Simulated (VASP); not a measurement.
# VASP 6.6.1 run: YN

INCAR

```
LCHARG = .FALSE.
LWAVE = .FALSE.
PREC = Accurate
ENCUT = 520
NBANDS = 15
LASPH = .TRUE.
LREAL = .FALSE.
IBRION = -1
SIGMA = 0.2
ALGO = Normal
ISIF = 2
ISMEAR = 0
EDIFF = 1E-7
NELM = 87
NSW = 0
METAGGA = R2SCAN
```

KPOINTS

```
KPOINTS created by Atomic Simulation Environment
0
Gamma
10 10 10
0 0 0
```

POSCAR

```
Y  N
 1.0000000000000000
     0.0000000000000000    2.3990871798000000    2.3990871798000000
     2.3990871798000000    0.0000000000000000    2.3990871798000000
     2.3990871798000000    2.3990871798000000    0.0000000000000000
 Y   N
   1   1
Cartesian
  0.0000000000000000  0.0000000000000000  0.0000000000000000
  2.3990871797999995  2.3990871797999995  2.3990871797999995
```

The recommended PBE PAW datasets give the neutral cell 16 valence electrons.

Command

```
mpirun -np 1 vasp_std
```

**Question.** How does this run end, and what does it give?

**Answer.** It converged. Results: gap between bands v and c on the k mesh 0.49 eV; least direct gap on the k mesh 0.83 eV; pressure 11.7 GPa. Band v is the last that the valence electrons fill when counted band by band, and c is the next.

OSZICAR

```
N       E                     dE             d eps       ncg     rms          rms(c)
DAV:   1     0.349573990157E+02    0.34957E+02   -0.86709E+03  1410   0.111E+03
DAV:   2    -0.385647102079E+02   -0.73522E+02   -0.67659E+02  1895   0.235E+02
DAV:   3    -0.416082392863E+02   -0.30435E+01   -0.30190E+01  1842   0.411E+01
DAV:   4    -0.416495719036E+02   -0.41333E-01   -0.41321E-01  1606   0.462E+00
DAV:   5    -0.416500110960E+02   -0.43919E-03   -0.43919E-03  1746   0.397E-01    0.364E+01
DAV:   6    -0.331840830178E+02    0.84659E+01   -0.59538E+00  1711   0.231E+01    0.346E+01
DAV:   7    -0.333590131864E+02   -0.17493E+00   -0.43212E-01  1641   0.583E+00    0.223E+01
DAV:   8    -0.333843082104E+02   -0.25295E-01   -0.10845E-01  2158   0.300E+00    0.243E+00
DAV:   9    -0.333806273682E+02    0.36808E-02   -0.15123E-02  1641   0.963E-01    0.592E-01
DAV:  10    -0.333805631410E+02    0.64227E-04   -0.13233E-03  1648   0.427E-01    0.235E-01
DAV:  11    -0.333805863206E+02   -0.23180E-04   -0.21036E-04  1572   0.147E-01    0.668E-02
DAV:  12    -0.333805759881E+02    0.10333E-04   -0.24532E-05  1789   0.530E-02    0.593E-02
DAV:  13    -0.333805775025E+02   -0.15144E-05   -0.73071E-06  1578   0.285E-02    0.823E-03
DAV:  14    -0.333805774065E+02    0.96025E-07   -0.49213E-07  1781   0.681E-03
   1 F= -.33380577E+02 E0= -.33380492E+02  d E =-.170695E-03
```

Standard output (part)

```
POSCAR found type information on POSCAR Y N
 POSCAR found :  2 types and       2 ions
 LDA part: xc-table for (None), standard interpolation
 POSCAR, INCAR and KPOINTS ok, starting setup
 WAVECAR not read
 entering main loop
```

For comparison, a separate r²SCAN run of the intended cell, on usual settings and not on those above, gives a gap of 0.49 eV on its mesh and a pressure of 11.7 GPa.
